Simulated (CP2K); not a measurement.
## Ge in CP2K: the effect of dispersion

Crystal: Ge.

```
Ge
1.0
     3.89984    0.00000    0.00000
    -2.89838    2.60924    0.00000
    -0.50073   -1.30462    3.64088
Ge
2
Direct
  0.50000 0.50000 0.00000
  0.25000 0.75000 0.50000
```

This isn't the form of Ge at room conditions, which is diamond.

Alike in all runs:

* Program: CP2K 2026.2
* Task: single point
* Functional: PBE
* Potentials or basis: POTENTIAL_UZH Ge GTH-PBE-q4; TZVP-MOLOPT-PBE-GTH basis
* Density cutoff: 6123 eV
* k mesh: 11 × 11 × 11
* Occupations: fermi-dirac, width 0.05 eV
* Spin: no spin polarisation

```tsv
dispersion	pressure (GPa)
none	4.4
D2	1.3
D3	?
D3(BJ)	1.3
D4	1.3
rVV10	4.2
D3(BJ)+ATM	1.5
```

Q: What does the run with dispersion D3 give?

A: Pressure 2.9 GPa.

Caveats: the basis of atomic orbitals isn't converged, which shifts pressures, moduli and gaps; pairwise dispersion overbinds metals, which lowers pressure and volume (some runs).
